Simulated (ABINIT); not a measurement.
# Ge (Fd-3m) in ABINIT: reference runs

How does Ge come out in PBE? The cell is run as given and disturbed.

All numbers are computed with ABINIT 10.8.3 (patched build); they aren't measurements. Logs are shortened: lines on timing, memory, paths and dates and some standing lists are left out, and cuts for length are marked. The log counts tension as positive stress, the text compression.

**Measured values to compare with.**

From “Temperature-dependent photoluminescence in Ge: experiment and theory”, 2020, arxiv:2003.00143, for a bulk crystal of Ge at 0 K: band gap 0.744 eV (indirect).

The runs below are set against these values where they give the same quantity.

**1. The crystal as given**

Symmetry: Fd-3m, No. 227, cubic system. Conventional cell: a = 5.658 Å, b = 5.658 Å, c = 5.658 Å, α = 90.00°, β = 90.00°, γ = 90.00°. Ge (site symmetry -43m) has 4 Ge at 2.45 Å as nearest neighbours.

**2. Single point, PBE**

Input file run.abi:

```
# Pseudopotentials
pp_dirpath "./"
pseudos "Ge.GGA_PBE-JTH.xml"

# Structure
structure "poscar:POSCAR"
natom 2

# Plane-wave basis
ecut 22.0
pawecutdg 44.0

# k points
kptopt 1
ngkpt 8 8 8
nshiftk 1
shiftk 0.0 0.0 0.0

# Exchange and correlation
ixc 11

# Bands and occupations
nband 18
occopt 3
tsmear 0.00183747

# SCF cycle
nstep 100
tolvrs 1.0e-9

# Output
iomode 3
prtwf 0
prtden 0
prteig 0
prtebands 0
enunit 1
```

Input file POSCAR:

```
Ge
1.0
    0.0000000000      2.8289100000      2.8289100000
    2.8289100000      0.0000000000      2.8289100000
    2.8289100000      2.8289100000      0.0000000000
Ge
2
Direct
    0.7500000000      0.7500000000      0.7500000000  Ge
    0.5000000000      0.5000000000      0.5000000000  Ge
```

Potentials or basis: JTH PAW PBE v2.0.

Command:

```sh
> abinit run.abi > log 2>&1
```

run.abo:

```text
.Version 10.8.3 of ABINIT
 Symmetries : space group Fd -3 m (#227); Bravais cF (face-center cubic)
================================================================================
 Values of the parameters that define the memory need of the present run
     intxc =       0    ionmov =       0      iscf =      17    lmnmax =      18
     lnmax =       6     mgfft =      32  mpssoang =       3    mqgrid =    3001
     natom =       2  nloc_mem =       2    nspden =       1   nspinor =       1
    nsppol =       1      nsym =      48    n1xccc =       1    ntypat =       1
    occopt =       3   xclevel =       2
       mpw =        1540          nfft =       32768          nkpt =          29
 PAW method is used; the additional fine FFT grid is defined by:
   mgfftf=        48    nfftf =    110592
================================================================================
================================================================================

--------------------------------------------------------------------------------
------------- Echo of variables that govern the present computation ------------
--------------------------------------------------------------------------------
 -outvars: echo values of preprocessed input variables --------
            acell      1.0000000000E+00  1.0000000000E+00  1.0000000000E+00 Bohr
              amu      7.26100000E+01
             ecut      2.20000000E+01 Hartree
           enunit           1
              ixc          11
         kptrlatt        8    0    0      0    8    0      0    0    8
          kptrlen      6.04815598E+01
            natom           2
            nband          18
            ngfft          32      32      32
          ngfftdg          48      48      48
             nkpt          29
            nstep         100
             nsym          48
           ntypat           1
           occopt           3
        pawecutdg      4.40000000E+01 Hartree
         pawxcdev           0
           prtden           0
        prtebands           0
           prteig           0
            prtwf           0
            rprim      0.0000000000E+00  5.3458651348E+00  5.3458651348E+00
                       5.3458651348E+00  0.0000000000E+00  5.3458651348E+00
                       5.3458651348E+00  5.3458651348E+00  0.0000000000E+00
          spgroup         227
           tolvrs      1.00000000E-09
           tsmear      1.83747000E-03 Hartree
            typat      1  1
           useylm           1
           xangst      4.2433650000E+00  4.2433650000E+00  4.2433650000E+00
                       2.8289100000E+00  2.8289100000E+00  2.8289100000E+00
            xcart      8.0187977023E+00  8.0187977023E+00  8.0187977023E+00
                       5.3458651348E+00  5.3458651348E+00  5.3458651348E+00
             xred      7.5000000000E-01  7.5000000000E-01  7.5000000000E-01
                       5.0000000000E-01  5.0000000000E-01  5.0000000000E-01
            znucl       32.00000

================================================================================

 chkinp: Checking input parameters for consistency.

================================================================================
== DATASET  1 ==================================================================

--- !DatasetInfo
iteration_state: {dtset: 1, }
dimensions: {natom: 2, nkpt: 29, mband: 18, nsppol: 1, nspinor: 1, nspden: 1, mpw: 1540, }
cutoff_energies: {ecut:  22.0, pawecutdg:  44.0, }
electrons: {nelect:   2.80000000E+01, charge:   0.00000000E+00, occopt:   3.00000000E+00, tsmear:   1.83747000E-03, }
meta: {optdriver: 0, ionmov: 0, optcell: 0, iscf: 17, paral_kgb: 0, }
...

 Exchange-correlation functional for the present dataset will be:
  GGA: Perdew-Burke-Ernzerhof functional - ixc=11
  J.P.Perdew, K.Burke, M.Ernzerhof, PRL 77, 3865 (1996)

 Real(R)+Recip(G) space primitive vectors, cartesian coordinates (Bohr,Bohr^-1):
 R(1)=  0.0000000  5.3458651  5.3458651  G(1)= -0.0935302  0.0935302  0.0935302
 R(2)=  5.3458651  0.0000000  5.3458651  G(2)=  0.0935302 -0.0935302  0.0935302
 R(3)=  5.3458651  5.3458651  0.0000000  G(3)=  0.0935302  0.0935302 -0.0935302
 Unit cell volume ucvol=  3.0555120E+02 bohr^3
 Angles (23,13,12)=  6.00000000E+01  6.00000000E+01  6.00000000E+01 degrees

 Coarse grid specifications (used for wave-functions):

 getcut: wavevector=  0.0000  0.0000  0.0000  ngfft=  32  32  32
         ecut(hartree)=     22.000   => boxcut(ratio)=   2.00466

 Fine grid specifications (used for densities):

 getcut: wavevector=  0.0000  0.0000  0.0000  ngfft=  48  48  48
         ecut(hartree)=     44.000   => boxcut(ratio)=   2.12626

--- Pseudopotential description ------------------------------------------------
- pspini: atom type   1  psp file is ./Ge.GGA_PBE-JTH.xml
 Pseudopotential format is: paw10
 basis_size (lnmax)=  6 (lmn_size= 18), orbitals=   0   0   1   1   2   2
 Spheres core radius: rc_sph= 2.30476891
 Shapefunction is SIN type: shapef(r)=[sin(pi*r/rshp)/(pi*r/rshp)]**2
 Radius for shape functions =  1.99988291
 Compensation charge density is not taken into account in XC energy/potential

   1.13473484E+03                                ecore*ucvol(ha*bohr**3)
--------------------------------------------------------------------------------

[... 7 lines left out ...]

     iter   Etot(hartree)      deltaE(h)  residm     nres2
 ETOT  1  -190.12498643077    -1.901E+02 5.315E+00 3.360E+00
 ETOT  2  -191.16267625747    -1.038E+00 1.110E+00 1.215E+00
 ETOT  3  -191.15882627386     3.850E-03 1.467E-01 2.348E-01
 ETOT  4  -191.15809192803     7.343E-04 4.447E-02 4.373E-02
 ETOT  5  -191.15796738660     1.245E-04 1.573E-02 7.346E-03
 ETOT  6  -191.15803491430    -6.753E-05 4.707E-03 8.637E-04
 ETOT  7  -191.15803540766    -4.934E-07 1.433E-03 2.997E-05
 ETOT  8  -191.15803533037     7.730E-08 4.562E-04 3.210E-06
 ETOT  9  -191.15803533761    -7.248E-09 1.295E-04 7.163E-07
 ETOT 10  -191.15803533379     3.823E-09 4.841E-05 2.145E-09
 ETOT 11  -191.15803533417    -3.794E-10 2.708E-05 7.404E-10

 At SCF step   11       nres2   =  7.40E-10 < tolvrs=  1.00E-09 =>converged.

 Cartesian components of stress tensor (hartree/bohr^3)
  sigma(1 1)= -1.07694062E-04  sigma(3 2)=  0.00000000E+00
  sigma(2 2)= -1.07694062E-04  sigma(3 1)=  0.00000000E+00
  sigma(3 3)= -1.07694062E-04  sigma(2 1)=  0.00000000E+00

--- !ResultsGS
iteration_state: {dtset: 1, }
comment   : Summary of ground state results
lattice_vectors:
- [  0.0000000,   5.3458651,   5.3458651, ]
- [  5.3458651,   0.0000000,   5.3458651, ]
- [  5.3458651,   5.3458651,   0.0000000, ]
lattice_lengths: [   7.56019,    7.56019,    7.56019, ]
lattice_angles: [ 60.000,  60.000,  60.000, ] # degrees, (23, 13, 12)
lattice_volume:   3.0555120E+02
convergence: {deltae: -3.794E-10, res2:  7.404E-10, residm:  2.708E-05, diffor: null, }
etotal    :  -1.91158035E+02
entropy   :   0.00000000E+00
fermie    :   2.57670271E-01
cartesian_stress_tensor: # hartree/bohr^3
- [ -1.07694062E-04,   0.00000000E+00,   0.00000000E+00, ]
- [  0.00000000E+00,  -1.07694062E-04,   0.00000000E+00, ]
- [  0.00000000E+00,   0.00000000E+00,  -1.07694062E-04, ]
pressure_GPa:   3.1685E+00
xred      :
- [  7.5000E-01,   7.5000E-01,   7.5000E-01, Ge]
- [  5.0000E-01,   5.0000E-01,   5.0000E-01, Ge]
cartesian_forces: # hartree/bohr
- [ -6.29609323E-30,   1.25921865E-29,   6.29609323E-30, ]
- [  6.29609323E-30,  -1.25921865E-29,  -6.29609323E-30, ]
force_length_stats: {min:   1.54222158E-29, max:   1.54222158E-29, mean:   1.54222158E-29, }
...

 Integrated electronic density in atomic spheres:
 ------------------------------------------------
 Atom  Sphere_radius  Integrated_density
    1        2.30477         12.39601813
    2        2.30477         12.39601813

================================================================================

 ----iterations are completed or convergence reached----

 Mean square residual over all n,k,spin=   12.397E-08; max=  27.077E-06
 reduced coordinates (array xred) for    2 atoms
       0.750000000000      0.750000000000      0.750000000000
       0.500000000000      0.500000000000      0.500000000000
 rms dE/dt=  6.1451E-29; max dE/dt=  1.0097E-28; dE/dt below (all hartree)
    1      -0.000000000000      0.000000000000     -0.000000000000
    2       0.000000000000      0.000000000000      0.000000000000

 cartesian coordinates (angstrom) at end:
    1      4.24336500000000     4.24336500000000     4.24336500000000
    2      2.82891000000000     2.82891000000000     2.82891000000000

 cartesian forces (hartree/bohr) at end:
    1     -0.00000000000000     0.00000000000000     0.00000000000000
    2      0.00000000000000    -0.00000000000000    -0.00000000000000
 frms,max,avg= 8.9040204E-30 1.2592186E-29   0.000E+00  0.000E+00  0.000E+00 h/b

 cartesian forces (eV/Angstrom) at end:
    1     -0.00000000000000     0.00000000000000     0.00000000000000
    2      0.00000000000000    -0.00000000000000    -0.00000000000000
 frms,max,avg= 4.5786314E-28 6.4751626E-28   0.000E+00  0.000E+00  0.000E+00 e/A
 length scales=  1.000000000000  1.000000000000  1.000000000000 bohr
              =  0.529177210544  0.529177210544  0.529177210544 angstroms
 Fermi (or HOMO) energy (eV) =   7.01157   Average Vxc (eV)=  -9.26232
 Eigenvalues (   eV  ) for nkpt=  29  k points:
 kpt#   1, nband= 18, wtk=  0.00195, kpt=  0.0000  0.0000  0.0000 (reduced coord)
 -17.83726  -17.83726  -17.83726  -17.80130  -17.80130  -17.58988  -17.58988  -17.58988
 -17.57680  -17.57680   -5.81742    6.97066    6.97066    6.97066    6.98263    9.52485
   9.52485    9.52485
 prteigrs : prtvol=0 or 1, do not print more k-points.

--- !EnergyTerms
iteration_state     : {dtset: 1, }
comment             : Components of total free energy in Hartree
kinetic             :  1.30807427164469E+01
hartree             :  4.44830740722943E+01
xc                  : -4.63360188534504E+00
Ewald energy        : -9.87503790331824E+01
psp_core            :  3.71373063534390E+00
local_psp           : -1.44322842062778E+02
PAW spherical_terms : -4.72873365321123E+00
internal            : -1.91158009210432E+02
'-kT*entropy'       : -2.71365302848151E-05
total_energy        : -1.91158036346962E+02
total_energy_eV     : -5.20167516106046E+03
...

--- !EnergyTermsDC
iteration_state     : {dtset: 1, }
comment             : '"Double-counting" decomposition of free energy'
band_energy         : -1.26238361433248E+01
Ewald energy        : -9.87503790331824E+01
psp_core            :  3.71373063534390E+00
xc_dc               : -4.32784109321746E+01
PAW spherical_terms : -4.02191127243035E+01
internal            : -1.91158008197641E+02
'-kT*entropy'       : -2.71365302848151E-05
total_energy_dc     : -1.91158035334172E+02
total_energy_dc_eV  : -5.20167513350103E+03
...

--- !EnergyTermsWithPAWCore
iteration_state     : {dtset: 1, }
comment             : 'Components of total free energy, including PAW core contributions'
Total energy        : -4.19799452452908E+03
Total energy DC     : -4.19799452351629E+03
Total energy (eV)   : -1.14233250465474E+05
Total energy DC (eV): -1.14233250437915E+05
...

 Cartesian components of stress tensor (hartree/bohr^3)
  sigma(1 1)= -1.07694062E-04  sigma(3 2)=  0.00000000E+00
  sigma(2 2)= -1.07694062E-04  sigma(3 1)=  0.00000000E+00
  sigma(3 3)= -1.07694062E-04  sigma(2 1)=  0.00000000E+00

-Cartesian components of stress tensor (GPa)         [Pressure=  3.1685E+00 GPa]
- sigma(1 1)= -3.16846870E+00  sigma(3 2)=  0.00000000E+00
- sigma(2 2)= -3.16846870E+00  sigma(3 1)=  0.00000000E+00
- sigma(3 3)= -3.16846870E+00  sigma(2 1)=  0.00000000E+00

== END DATASET(S) ==============================================================
================================================================================

 -outvars: echo values of variables after computation  --------
            acell      1.0000000000E+00  1.0000000000E+00  1.0000000000E+00 Bohr
           etotal     -1.9115803533E+02
            fcart     -6.2960932310E-30  1.2592186462E-29  6.2960932310E-30
                       6.2960932310E-30 -1.2592186462E-29 -6.2960932310E-30
            rprim      0.0000000000E+00  5.3458651348E+00  5.3458651348E+00
                       5.3458651348E+00  0.0000000000E+00  5.3458651348E+00
                       5.3458651348E+00  5.3458651348E+00  0.0000000000E+00
           strten     -1.0769406218E-04 -1.0769406218E-04 -1.0769406218E-04
                       0.0000000000E+00  0.0000000000E+00  0.0000000000E+00
           xangst      4.2433650000E+00  4.2433650000E+00  4.2433650000E+00
                       2.8289100000E+00  2.8289100000E+00  2.8289100000E+00
             xred      7.5000000000E-01  7.5000000000E-01  7.5000000000E-01
                       5.0000000000E-01  5.0000000000E-01  5.0000000000E-01
 Calculation completed.
```

Wall time 22 s (1 thread of Arm Neoverse V2, shared host); peak memory 0.13 GiB.

Results:

| Item | Value |
| --- | --- |
| Free energy | -5201.6751 eV |
| Pressure | 3.2 GPa |
| Band gap on the k mesh | none (metal or under the smearing width) |
| Valence electrons inside the program's atomic spheres | Ge 12.40 (radii [1.2196] Å) |

Caveat: this crystal is a semiconductor, whose small gap the functional closes, so the metal is an error of the method.

**3. Single point, PBE (atoms moved at random, drawn with an rms of 0.05 Å)**

Input file run.abi:

```
pp_dirpath "./"
pseudos "Ge.GGA_PBE-JTH.xml"

acell 7.5601949712 7.5601949712 7.5601949712
rprim
     0.0000000000     0.7071067812     0.7071067812
     0.7071067812     0.0000000000     0.7071067812
     0.7071067812     0.7071067812     0.0000000000
ntypat 1
znucl 32
natom 2
typat 1 1
xred
     0.7609660000     0.7332560000     0.7533390000
     0.4934450000     0.4893950000     0.5101500000
chkprim 0
chksymtnons 0
tolsym 1.0e-6

ecut 598.650497 eV
pawecutdg 44.0

kptopt 1
ngkpt 8 8 8
nshiftk 1
shiftk 0.0 0.0 0.0

ixc 11

nband 18
occopt 3
tsmear 0.05 eV

nstep 100
tolvrs 1.0e-9

iomode 3
prtwf 0
prteig 0
prtebands 0
enunit 2
prtden 1
prtvha 1
prtvclmb 1
prtpot 1
```

Potentials or basis: JTH PAW PBE v2.0.

Command:

```sh
> abinit run.abi > log 2>&1
```

run.abo:

```text
.Version 10.8.3 of ABINIT
 Symmetries : space group P-1 (#  2); Bravais aP (primitive triclinic)
================================================================================
 Values of the parameters that define the memory need of the present run
     intxc =       0    ionmov =       0      iscf =      17    lmnmax =      18
     lnmax =       6     mgfft =      32  mpssoang =       3    mqgrid =    3001
     natom =       2  nloc_mem =       2    nspden =       1   nspinor =       1
    nsppol =       1      nsym =       2    n1xccc =       1    ntypat =       1
    occopt =       3   xclevel =       2
       mpw =        1540          nfft =       32768          nkpt =         260
 PAW method is used; the additional fine FFT grid is defined by:
   mgfftf=        48    nfftf =    110592
================================================================================
================================================================================

--------------------------------------------------------------------------------
[... 254 lines left out ...]
- sigma(2 2)= -3.31771106E+00  sigma(3 1)=  1.08610109E+00
- sigma(3 3)= -3.31213583E+00  sigma(2 1)=  1.14586823E+00

== END DATASET(S) ==============================================================
================================================================================

 -outvars: echo values of variables after computation  --------
            acell      7.5601949712E+00  7.5601949712E+00  7.5601949712E+00 Bohr
           etotal     -1.9115731109E+02
            fcart      8.6751551964E-03 -7.4160621414E-03 -7.7921772611E-03
                      -8.6751551964E-03  7.4160621414E-03  7.7921772611E-03
            rprim      0.0000000000E+00  7.0710678120E-01  7.0710678120E-01
                       7.0710678120E-01  0.0000000000E+00  7.0710678120E-01
                       7.0710678120E-01  7.0710678120E-01  0.0000000000E+00
           strten     -1.1209687614E-04 -1.1276670697E-04 -1.1257720877E-04
                      -4.3825306227E-05  3.6915825862E-05  3.8947269344E-05
           xangst      4.2054434587E+00  4.2838325547E+00  4.2270195552E+00
                       2.8276228441E+00  2.8390799296E+00  2.7803659026E+00
             xred      7.6096600000E-01  7.3325600000E-01  7.5333900000E-01
                       4.9344500000E-01  4.8939500000E-01  5.1015000000E-01
 Calculation completed.
```

It took 3.2 min on 1 thread of Arm Neoverse V2, shared host; peak memory 0.33 GiB.

What came out:

| Property | Result |
| --- | --- |
| Free energy | -5201.6554 eV |
| Pressure | 3.3 GPa |
| Largest force | 0.711 eV/Å |
| Band gap on the k mesh | none (metal or under the smearing width) |

Forces in eV/Å, atoms in the order of the input:
```
Ge   0.446 -0.381 -0.401
Ge  -0.446  0.381  0.401
```

Stress tensor (GPa, compression positive):
```
 3.30 -1.15 -1.09
-1.15  3.32  1.29
-1.09  1.29  3.31
```

Caveat: the atomic spheres overlap.

[end of part 1 of 2]
